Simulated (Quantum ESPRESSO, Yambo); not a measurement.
Planning a run of Yambo 5.3.0 on KF (Carobbiite). The input:

```
optics
bss
bse
em1s
dipoles
rim_cut
RandQpts= 1000000
RandGvec= 1 RL
Chimod= "HARTREE"
BSKmod= "SEX"
BSEmod= "resonant"
BSSmod= "d"
BSENGexx= 30 Ry
BSENGBlk= 4 Ry
% BSEQptR
 1 | 1 |
%
% BSEBands
 6 | 12 |
%
% BEnRange
 0 | 13 | eV
%
% BDmRange
 0.1 | 0.1 | eV
%
BEnSteps= 131
% BLongDir
 1 | 0 | 0 |
%
% BndsRnXs
 1 | 48 |
%
NGsBlkXs= 4 Ry
% LongDrXs
 1 | 1 | 1 |
%
% KfnQP_E
 3.438 | 1.0 | 1.0 |
%
WRbsWF
```

```sh
OMP_NUM_THREADS=1 mpirun -n 4 yambo -F bse11.in -J bse11 -C bse11 > bse11.log
```

The stored states that it reads are on a 8×8×8 mesh. Symmetry: Fm-3m, No. 225, cubic system. Conventional cell: a = 5.344 Å, b = 5.344 Å, c = 5.344 Å, α = 90.00°, β = 90.00°, γ = 90.00°. Nearest to K lie 6 F at 2.67 Å. F has 6 K at 2.67 Å nearest. Farther neighbours and most contacts between anions are not listed.

**Question.** Estimate wall time and host memory on 4 MPI ranks of Arm Neoverse V2, shared host.

It took 14 min; on shared hardware allow 7.1 min to 28 min. Peak host memory was 3.7 GiB.

The kernel grows as the square of the matrix size, and full diagonalisation as its cube.

[Paths, hosts, dates, memory and timing lines, banners, echoed tables and standing remarks are left out of the program output.]

[Logs are printed without paths, hosts, clocks, repeated set-up lines and the standing remarks that a program may print on its own settings, such as how far it seeks lower states.]

[Runs of the session that timed out or met a known fault of the program may be left out.]

[Hosts, paths, dates, database ids (printed as entryN), source tags and the programs' standing remarks are cut or masked in the printed files.]
